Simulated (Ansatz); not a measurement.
Rows from a G0W0 calculation on BeTe (F-43m) (Ansatz 0.2.0; G0W0 on PBE, plane waves, PAW; PAW set soft_1; 6×6×6 mesh, 47 empty bands, screening to 60 eV, PAW set soft_1 files), in eV. Spin-orbit coupling is left out.

```csv
row,Σx,Σc,Vxc,Z
A,-5.50,-3.54,-9.32,0.80
B,-16.06,1.40,-14.35,0.79
C,-6.22,-3.90,-10.69,0.78
D,-6.37,-3.56,-10.27,0.80
E,-15.29,2.24,-12.50,0.77
```

Which rows are filled states and which are empty ones, and how can one tell?

Filled: B and E. Empty: A, C and D. The sign of Σc tells: for a filled state bare exchange, which holds its interaction with itself, lies below Vxc (Σx − Vxc is -1.7 eV or lower here) and screening gives part back as a positive Σc. For an empty state Σx lies above Vxc (+3.8 eV or more) and the Coulomb hole leaves Σc negative.

[Paths, hosts, dates, memory and timing lines, banners, echoed tables and standing remarks are left out of the program output.]

[Logs are printed without paths, hosts, clocks, repeated set-up lines and the standing remarks that a program may print on its own settings, such as how far it seeks lower states.]

[Runs of the session that timed out or met a known fault of the program may be left out.]

[Cells called generated may have been cut or substituted from an entry of the Crystallography Open Database or the Materials Project.]

[Hosts, paths, dates, database ids (printed as entryN), source tags and the programs' standing remarks are cut or masked in the printed files.]
